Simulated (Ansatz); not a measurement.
# CsPbCl3 under changes of volume

One of the cells (35.217 Å³/atom); the others are scaled copies at fixed shape and fractional positions:

```
CELL_PARAMETERS angstrom
5.60500 0.00000 0.00000
0.00000 5.60500 0.00000
0.00000 0.00000 5.60500
ATOMIC_POSITIONS crystal
Pb 0.50000 0.50000 0.50000
Cs 0.00000 0.00000 0.00000
Cl 0.50000 0.00000 0.50000
Cl 0.00000 0.50000 0.50000
Cl 0.50000 0.50000 0.00000
```

```yaml
Program: Ansatz 0.2.0
Functional: PBE
Potentials_or_basis: SPMS NC
Cutoff: "544 eV (not typed: the program's choice for these potentials)"
k_mesh: 5 × 5 × 5
Occupations: fermi-dirac, width 0.05 eV
Spin: no spin polarisation
```

| volume (Å³/atom) | energy over the lowest point (meV/atom) | pressure (GPa) | gap on the mesh (eV) |
| --- | --- | --- | --- |
| 33.104 | 47.00 | 3.8 | 2.81 |
| 33.809 | 32.17 | 3.0 | 2.86 |
| 34.513 | 20.55 | 2.3 | 2.91 |
| 35.217 | ? | ? | ? |
| 35.922 | 5.62 | 1.1 | 3.00 |
| 36.626 | 1.76 | 0.6 | 3.04 |
| 37.330 | 0.00 | 0.2 | 3.08 |

Problem. What does the run at 35.217 Å³/atom give?

Solution. Energy over the lowest point 11.78 meV/atom; pressure 1.7 GPa; gap on the mesh 2.96 eV.

Worked out: A Birch-Murnaghan fit of order 3 (a polynomial in V^(-2/3)) to the other rows has its minimum at 37.63 Å³/atom, just outside them, with B0 = V·E''(V) = 22 GPa and B' = 4.6. It gives 11.80 meV/atom at 35.217 Å³/atom, against the run's 11.78, and -dE/dV = 1.7 GPa, against 1.7. A straight line through the other rows of the gap, of slope 2.25 eV per unit of ln V (its deformation potential), gives 2.95 eV, against the run's 2.96.

Energies are extrapolated to zero smearing.

Caveats: odd divisions of the mesh miss points on the zone boundary, where band edges often lie, so the gap on the mesh can be too wide; spin-orbit coupling is left out, which as a rule narrows the gap of such compounds by several tenths of an eV.

A mesh can miss the band edges.
